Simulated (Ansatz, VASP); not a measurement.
## Two plane-wave programs on SiC

```
Si C
1.0
    -0.01064    2.15352    2.17634
     2.15352   -0.01064    2.17634
     2.14289    2.14289    0.00000
Si C
1 1
Direct
  0.99949 0.99949 0.00051
  0.25051 0.25051 0.24949
```

Change from the starting cell: strained cell.

Alike in both runs: functional LDA; k mesh 10 × 10 × 10; occupations gaussian, width 0.02 eV; no spin polarisation.

Ansatz relaxed the structure, and its values are those at the end. VASP's run is a single point on that final structure, the one shown.

|  | VASP | Ansatz |
| --- | --- | --- |
| version | VASP 6.6.1 | Ansatz 0.2.0 |
| potentials or method | VASP PAW LDA potentials, release 64 (Si, C) | scalar-relativistic, plane waves, PAW |
| plane-wave cutoff (eV) | 520 | 420 |
| valence electrons in the cell | 8 | 8 |

```tsv
	VASP	Ansatz	Ansatz less VASP
gap on the k mesh at the Fermi level (eV)	1.17	1.19	+0.014
least direct gap on the mesh (eV)	4.42	4.43	+0.018
pressure (GPa)	1.5	1.1	-0.40
```

Ansatz warned: «pseudo_functional_mismatch».

A k mesh can miss the band edges.
